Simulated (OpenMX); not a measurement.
## Ti under changes of volume

One of the cells (17.020 Å³/atom); the others are scaled copies at fixed shape and fractional positions:

```
Ti
1.0
     4.56737    0.00000    0.00000
    -2.28369    3.95546    0.00000
     0.00000    0.00000    2.82624
Ti
3
Cartesian
  2.2837 1.3185 1.4131
  0.0000 2.6370 1.4131
  0.0000 0.0000 0.0000
```

This isn't the form of Ti at room conditions, which is hcp.

```yaml
Program: OpenMX 3.8.5
Functional: LDA
Potentials_or_basis: OpenMX 2013 LDA set, Ti7.0-s3p2d2, fixed grid of 48 × 48 × 35 points
k_mesh: 7 × 7 × 9
Occupations: fermi-dirac, width 0.05 eV
Spin: no spin polarisation
```

```csv
volume (Å³/atom),energy over the lowest point (meV/atom),largest force (eV/Å)
15.999,0.00,0.020
16.339,5.66,0.020
16.679,17.03,0.019
17.020,33.57,0.019
17.360,54.70,0.019
17.701,?,?
18.041,109.17,0.017
```

Task: What does the run at 17.701 Å³/atom give?

Result: Energy over the lowest point 80.03 meV/atom; largest force 0.018 eV/Å.

Worked out: A Birch-Murnaghan fit of order 3 (a polynomial in V^(-2/3)) to the other rows has its minimum at 15.86 Å³/atom, just outside them, with B0 = V·E''(V) = 145 GPa and B' = 3.9 at fixed shape and positions, which overstates the stiffness. It gives 80.09 meV/atom at 17.701 Å³/atom, against the run's 80.03.

Energies are extrapolated to zero smearing.

Caveats: the basis of atomic orbitals isn't converged, which shifts pressures, moduli and gaps.
